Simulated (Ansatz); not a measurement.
Input, command and steps of an Ansatz relaxation.

```yaml
crystal:
  lattice:
    - [2.9987030869, 0.0, 0.0]
    - [-1.4993515435, 2.5969530517, 0.0]
    - [0.0, 0.0, 9.8136356581]
  atoms:
    - { symbol: Si, position: [0.6666666667, 0.3333333333, 0.9378097501] }
    - { symbol: Si, position: [0.3333333333, 0.6666666667, 0.4378097501] }
    - { symbol: Si, position: [0.0, 0.0, 0.6879432117] }
    - { symbol: Si, position: [0.0, 0.0, 0.1879432117] }
    - { symbol: C, position: [0.6666666667, 0.3333333333, 0.7498129291] }
    - { symbol: C, position: [0.3333333333, 0.6666666667, 0.2498129291] }
    - { symbol: C, position: [0.0, 0.0, 0.5004331092] }
    - { symbol: C, position: [0.0, 0.0, 0.0004331092] }
basis:
  ecutwfc: 420
kpoints:
  mp_grid: { grid: [12, 12, 4] }
hamiltonian:
  xc: pbe
scf:
  occupations: { method: gaussian, width: 0.02 }
output:
  forces: true
  stress: true
  eigenvalues: true
  write_density: true
  write_potential: true
  elf: true
  volumetric_format: npy
relax:
  adjacent_minimum: "off"
  f_tol: 0.01
  max_steps: 30
  cell: { stress_tol: 0.1, fix: [volume] }
```

```bash
ansatz run input.yaml --threads 2 --pin off --max-ram 5120MiB --backend cpu --events-out ev --progress --plain --runs-dir out
```

Computed with DFT PBE, scalar-relativistic, plane waves, PAW in Ansatz.

The volume is held at 0.91 times that of the relaxed cell.

Of 3 frames 3 are shown, positions in Å and forces in eV/Å; the SCF threshold varies from step to step. Steps run on the plane waves of an earlier cell, with a Pulay correction in the pressure. The basis is chosen afresh for the last frame, the zero of the energies, and at times for earlier ones too; energy and pressure step there, also at an unchanged geometry.

```xyz
8
Lattice="2.9987 0.0000 0.0000 -1.4994 2.5970 0.0000 0.0000 0.0000 9.8136" Properties=species:S:1:pos:R:3:forces:R:3 pbc="T T T" step=1 free_energy_over_end_meV_per_atom=0.00 pressure_GPa=24.15
Si    1.4994    0.8657    9.2033    0.0000    0.0000   -0.0136
Si    0.0000    1.7313    4.2965    0.0000    0.0000   -0.0136
Si    0.0000    0.0000    6.7512    0.0000    0.0000    0.0039
Si    0.0000    0.0000    1.8444    0.0000    0.0000    0.0039
C     1.4994    0.8657    7.3584    0.0000    0.0000    0.0078
C     0.0000    1.7313    2.4516    0.0000    0.0000    0.0078
C     0.0000    0.0000    4.9111    0.0000    0.0000    0.0018
C     0.0000    0.0000    0.0043    0.0000    0.0000    0.0018
8
Lattice="2.9989 0.0000 0.0000 -1.4994 2.5971 0.0000 0.0000 0.0000 9.8124" Properties=species:S:1:pos:R:3:forces:R:3 pbc="T T T" step=2 free_energy_over_end_meV_per_atom=0.00 pressure_GPa=24.15
Si    1.4994    0.8657    9.2021    0.0000    0.0000   -0.0071
Si    0.0000    1.7314    4.2959    0.0000    0.0000   -0.0071
Si    0.0000    0.0000    6.7505    0.0000    0.0000   -0.0004
Si    0.0000    0.0000    1.8443    0.0000    0.0000   -0.0004
C     1.4994    0.8657    7.3574    0.0000    0.0000    0.0055
C     0.0000    1.7314    2.4512    0.0000    0.0000    0.0055
C     0.0000    0.0000    4.9104    0.0000    0.0000    0.0021
C     0.0000    0.0000    0.0042    0.0000    0.0000    0.0021
8
Lattice="2.9989 0.0000 0.0000 -1.4994 2.5971 0.0000 0.0000 0.0000 9.8124" Properties=species:S:1:pos:R:3:forces:R:3 pbc="T T T" step=3 free_energy_over_end_meV_per_atom=0.00 pressure_GPa=24.15
Si    1.4994    0.8657    9.2021    0.0000    0.0000   -0.0071
Si    0.0000    1.7314    4.2959    0.0000    0.0000   -0.0071
Si    0.0000    0.0000    6.7505    0.0000    0.0000   -0.0004
Si    0.0000    0.0000    1.8443    0.0000    0.0000   -0.0004
C     1.4994    0.8657    7.3574    0.0000    0.0000    0.0055
C     0.0000    1.7314    2.4512    0.0000    0.0000    0.0055
C     0.0000    0.0000    4.9104    0.0000    0.0000    0.0021
C     0.0000    0.0000    0.0042    0.0000    0.0000    0.0021
```

It took 31 s on 2 threads of Intel(R) Xeon(R) Processor @ 2.50GHz (Skylake/Cascade Lake), with other jobs on the host, peak memory 0.41 GiB.